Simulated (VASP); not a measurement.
Entries from a set of simulations; values are calculated unless marked as measured.

3 units of 2H-MoS2 on Mg(0001): relaxation and electronic structure. The cell holds 13 atoms: 4 Mg, 6 S and 3 Mo. Its edges and angles: a = 3.180 Å, b = 3.180 Å, c = 44.766 Å, α = 90.0°, β = 90.0°, γ = 120.0°. Vacuum lies along c. The calculation used PBE with D3(BJ), no spin polarisation; plane waves and PAW (Mg, S, Mo) (and 1 further level or step) in VASP 6.6.1, with field 0.1, PAW datasets (Mg, S, Mo), PAW release PBE 64, 12×12×1 k-mesh, ENCUT 300 eV, ISMEAR -1, SIGMA 0.1 eV in one of its runs. The work function of the slab is 4.72 eV and the polarisability per area of the slab or monolayer is 2.17 Å. The work function is 4.72 eV at the upper face and 3.70 eV at the lower. The cell in the plane was kept as given and was not relaxed here.

[Hosts, paths, dates, database ids (printed as entryN), source tags and the programs' standing remarks are cut or masked in the printed files.]

[In band tables of VASP the shares of atoms and orbitals are scaled to a sum of 1 inside the atoms' spheres.]

[Runs that stopped without an error message from VASP are left out.]
